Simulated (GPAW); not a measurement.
Input of a GPAW 26.7.0 run:

The input run.py:

```python
from ase import Atoms
from ase.dft.bandgap import bandgap
from ase.io import write
from ase.units import Bohr, GPa
from gpaw import GPAW, PW, setup_paths
from gpaw.elf import elf_from_dft_calculation

setup_paths.insert(0, '.')

atoms = Atoms(['Rh'],
              cell=[[0.0, 1.89785, 1.89785],
                    [1.89785, 0.0, 1.89785],
                    [1.89785, 1.89785, 0.0]],
              scaled_positions=[[0.0, 0.0, 0.0]],
              pbc=True)

calc = GPAW(mode=PW(600),
            xc='PBEsol',
            kpts={'size': (12, 12, 12), 'gamma': True},
            occupations={'name': 'fermi-dirac', 'width': 0.05},
            nbands=16,
            convergence={'density': 1e-05, 'energy': 1e-05},
            maxiter=150,
            txt='gpaw.txt')
atoms.calc = calc
energy = atoms.get_potential_energy()
forces = atoms.get_forces()
stress = atoms.get_stress()
calc.write('gs.gpw')
write('result.traj', atoms)
print(f'Energy: {energy:.6f} eV')
print('Forces (eV/A):')
print(forces.round(4))
print('Stress (GPa):', (stress / GPa).round(3))
print('Fermi level:', round(calc.get_fermi_level(), 4), 'eV')
print(f'Gap: {bandgap(calc)[0]:.4f} eV, direct: {bandgap(calc, direct=True)[0]:.4f} eV')

# fields on the real-space grid
write('density.cube', atoms, data=calc.get_pseudo_density() * Bohr**3)
write('potential.cube', atoms, data=calc.get_electrostatic_potential())
write('elf.cube', atoms, data=elf_from_dft_calculation(calc).data)
```

Potentials or basis: PAW data sets generated in the run's folder for this functional, pw.

Command:

```bash
$ gpaw-setup -f PBEsol Rh
$ OMP_NUM_THREADS=1 python run.py
```

Q: Estimate the band gap on the k mesh.

A: None (metal or under the smearing width).

Q: Estimate the pressure.

A: -1.4 GPa.
